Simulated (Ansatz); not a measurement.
Computed with DFT PBE, scalar-relativistic, plane waves, PAW (Ansatz). Settings: cutoff 420 eV, Γ-centred meshes spaced at most about 0.3 Å⁻¹, and about 0.25 Å⁻¹ or finer for metals (2π included), Gaussian smearing. No spin polarisation.

Temperature and zero-point effects are left out.

Two forms of Zr2B3 were relaxed alike.

1.

```
CELL_PARAMETERS angstrom
1.72681 0.99697 6.29197
-1.72681 0.99697 6.29197
0.00000 -1.99395 6.29197
ATOMIC_POSITIONS crystal
Zr 0.39938 0.39938 0.39938
Zr 0.60062 0.60062 0.60062
B 0.00000 0.50000 0.00000
B 0.00000 0.00000 0.50000
B 0.50000 0.00000 0.00000
```

2.

```
CELL_PARAMETERS angstrom
3.24332 0.00000 0.00000
-1.62166 2.80880 0.00000
0.00000 0.00000 7.24517
ATOMIC_POSITIONS crystal
Zr 0.33333 0.66667 0.20789
Zr 0.66667 0.33333 0.79211
B 0.00000 0.00000 0.00000
B 0.33333 0.66667 0.53616
B 0.66667 0.33333 0.46384
```

Problem. Which is lower in energy, and by how much?

Solution. Cell 2 is lower, by 56 meV/atom. Cell 1 has space group R-3m (No. 166), 13.0 Å³/atom and no gap on its mesh; cell 2 has space group P-3m1 (No. 164), 13.2 Å³/atom and no gap. Counting B atoms around Zr (those within 1.25 times the shortest such distance or 1.15 times the sum of covalent radii, 1.27 where that leaves under three; a plus sign parts nearer from farther groups), cell 1 has Zr 6 and cell 2 has Zr 4+3. Cell 1 and cell 2 both hold B–B nets. Origin: cell 1, invented, then shaken at random and relaxed again; cell 2, invented. The lowest form computed isn't among them: it has space group P-1 (No. 2), 12.3 Å³/atom and lies 0.35 eV/atom below the best shown.

Cells relaxed within their symmetry can be saddle points. Some candidate types were left out of the draw beforehand, so a known form may be missing.
